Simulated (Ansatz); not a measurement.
# Zinc, omega (AlB2-type) under BLYP: ground state and equation of state

Aim: take zinc in the omega (AlB2-type) structure, solve it on a dense k-mesh, then scale the cell to 7 volumes from 88 to 112 % of the relaxed one and try a fit of the equation of state. Spin polarisation is left out. The k-meshes are 10×10×15 for the dense run; 9×9×13 for the volumes.

Computed with Ansatz 0.2.0 (DFT BLYP, plane waves (420 eV) with PAW, scalar-relativistic; PBE-made PAW files, unless a step says otherwise).

1 further run of the same task is left out (for a known fault of the program).

## (1) The system as given

Symmetry: P6/mmm, No. 191, hexagonal system. The conventional cell has a = 4.775 Å, b = 4.775 Å, c = 2.685 Å, α = 90.00°, β = 90.00°, γ = 120.00°. Around Zn (site symmetry 6/mmm) lie 14 Zn at 2.69 to 3.07 Å. Zn (site symmetry -6m2) is surrounded by 11 Zn at 2.69 to 3.07 Å.

Coordinates:

```cif
data_structure
_symmetry_space_group_name_H-M 'P 1'
_symmetry_Int_Tables_number 1
_cell_length_a 4.7746
_cell_length_b 4.7746
_cell_length_c 2.6852
_cell_angle_alpha 90.000
_cell_angle_beta 90.000
_cell_angle_gamma 120.000
_cell_volume 53.01
loop_
_atom_site_label
_atom_site_type_symbol
_atom_site_fract_x
_atom_site_fract_y
_atom_site_fract_z
_atom_site_occupancy
Zn1 Zn 0.00000 0.00000 0.00000 1
Zn2 Zn 0.33333 0.66667 0.50000 1
Zn3 Zn 0.66667 0.33333 0.50000 1
```

## (2) Single point on a dense mesh

input.yaml reads:

```yaml
crystal:
  lattice:
    - [4.774611437, 0.0, 0.0]
    - [-2.3873057185, 4.1349347976, 0.0]
    - [0.0, 0.0, 2.6852429711]
  atoms:
    - { symbol: Zn, position: [0.0, 1.0, 1.0] }
    - { symbol: Zn, position: [0.3333333333, 0.6666666667, 0.5] }
    - { symbol: Zn, position: [0.6666666667, 0.3333333333, 0.5] }
hamiltonian:
  xc: blyp
  pseudopotentials:
    kind: paw
    azcp:
      Zn: "pseudopotentials/Zn.paw.azcp"
basis:
  ecutwfc: 420
  fft_grid_basis: typed
kpoints:
  mp_grid: { grid: [10, 10, 15], shift: [0, 0, 0] }
magnetization:
  spin_polarized: false
scf:
  occupations: { method: fermi_dirac, width: 0.1 }
```

## (3) At 88 % of the relaxed volume

input.yaml, as its differences from that of step 2:

```diff
@@ -2,5 +2,5 @@
   lattice:
-    - [4.774611437, 0.0, 0.0]
-    - [-2.3873057185, 4.1349347976, 0.0]
-    - [0.0, 0.0, 2.6852429711]
+    - [4.5754336098, 0.0, 0.0]
+    - [-2.2877168049, 3.9624417394, 0.0]
+    - [0.0, 0.0, 2.5732252985]
   atoms:
@@ -19,3 +19,3 @@
 kpoints:
-  mp_grid: { grid: [10, 10, 15], shift: [0, 0, 0] }
+  mp_grid: { grid: [9, 9, 13], shift: [0, 0, 0] }
 magnetization:
@@ -24 +24,4 @@
   occupations: { method: fermi_dirac, width: 0.1 }
+  lower_state_search: "off"
+output:
+  stress: true
```

## (4) At 92 % of the relaxed volume

input.yaml, as its differences from that of step 3:

```diff
@@ -2,5 +2,5 @@
   lattice:
-    - [4.5754336098, 0.0, 0.0]
-    - [-2.2877168049, 3.9624417394, 0.0]
-    - [0.0, 0.0, 2.5732252985]
+    - [4.6437337331, 0.0, 0.0]
+    - [-2.3218668666, 4.0215913813, 0.0]
+    - [0.0, 0.0, 2.6116373094]
   atoms:
```

## (5) At 96 % of the relaxed volume

input.yaml, as its differences from that of step 4:

```diff
@@ -2,5 +2,5 @@
   lattice:
-    - [4.6437337331, 0.0, 0.0]
-    - [-2.3218668666, 4.0215913813, 0.0]
-    - [0.0, 0.0, 2.6116373094]
+    - [4.7100817504, 0.0, 0.0]
+    - [-2.3550408752, 4.0790504498, 0.0]
+    - [0.0, 0.0, 2.6489514551]
   atoms:
@@ -27 +27,5 @@
   stress: true
+  write_density: true
+  write_potential: true
+  elf: true
+  volumetric_format: npy
```

## (6) At 100 % of the relaxed volume

input.yaml, as its differences from that of step 5:

```diff
@@ -2,5 +2,5 @@
   lattice:
-    - [4.7100817504, 0.0, 0.0]
-    - [-2.3550408752, 4.0790504498, 0.0]
-    - [0.0, 0.0, 2.6489514551]
+    - [4.774611437, 0.0, 0.0]
+    - [-2.3873057185, 4.1349347976, 0.0]
+    - [0.0, 0.0, 2.6852429711]
   atoms:
@@ -27,5 +27 @@
   stress: true
-  write_density: true
-  write_potential: true
-  elf: true
-  volumetric_format: npy
```

## (7) At 104 % of the relaxed volume

input.yaml, as its differences from that of step 6:

```diff
@@ -2,5 +2,5 @@
   lattice:
-    - [4.774611437, 0.0, 0.0]
-    - [-2.3873057185, 4.1349347976, 0.0]
-    - [0.0, 0.0, 2.6852429711]
+    - [4.837442477, 0.0, 0.0]
+    - [-2.4187212385, 4.1893480744, 0.0]
+    - [0.0, 0.0, 2.7205791677]
   atoms:
@@ -27 +27,5 @@
   stress: true
+  write_density: true
+  write_potential: true
+  elf: true
+  volumetric_format: npy
```

## (8) At 108 % of the relaxed volume

input.yaml, as its differences from that of step 7:

```diff
@@ -2,5 +2,5 @@
   lattice:
-    - [4.837442477, 0.0, 0.0]
-    - [-2.4187212385, 4.1893480744, 0.0]
-    - [0.0, 0.0, 2.7205791677]
+    - [4.8986824272, 0.0, 0.0]
+    - [-2.4493412136, 4.242383427, 0.0]
+    - [0.0, 0.0, 2.7550205349]
   atoms:
@@ -27,5 +27 @@
   stress: true
-  write_density: true
-  write_potential: true
-  elf: true
-  volumetric_format: npy
```

## (9) At 112 % of the relaxed volume

input.yaml, as its differences from that of step 8:

```diff
@@ -2,5 +2,5 @@
   lattice:
-    - [4.8986824272, 0.0, 0.0]
-    - [-2.4493412136, 4.242383427, 0.0]
-    - [0.0, 0.0, 2.7550205349]
+    - [4.958428345, 0.0, 0.0]
+    - [-2.4792141725, 4.2941249096, 0.0]
+    - [0.0, 0.0, 2.7886216579]
   atoms:
```

(Steps that only read results are left out.)

What does the calculation give? Wanted: space group; conventional cell; volume; shortest distance; gap on the mesh; relative to hcp; V₀, B₀, B₀′.

As calculated:

| quantity | value |
| --- | --- |
| space group (spins left aside) | P6/mmm (No. 191) |
| conventional cell | a = 4.775 Å, c = 2.685 Å (c/a = 0.562) |
| volume | 17.671 Å³/atom |
| shortest distance | 2.685 Å |
| gap on the mesh | none (levels filled in part) |
| relative to hcp | +99 meV/atom |
| V₀, B₀, B₀′ | 17.700 Å³/atom, 34 GPa, 6.6 |

It lies 99 meV/atom above the element's reference form at the same level (hcp, from a run of its own). Levels at the Fermi energy are filled in part, as in a metal. B₀ comes out at 34 GPa; letting shape and positions relax at each volume could only lower it.
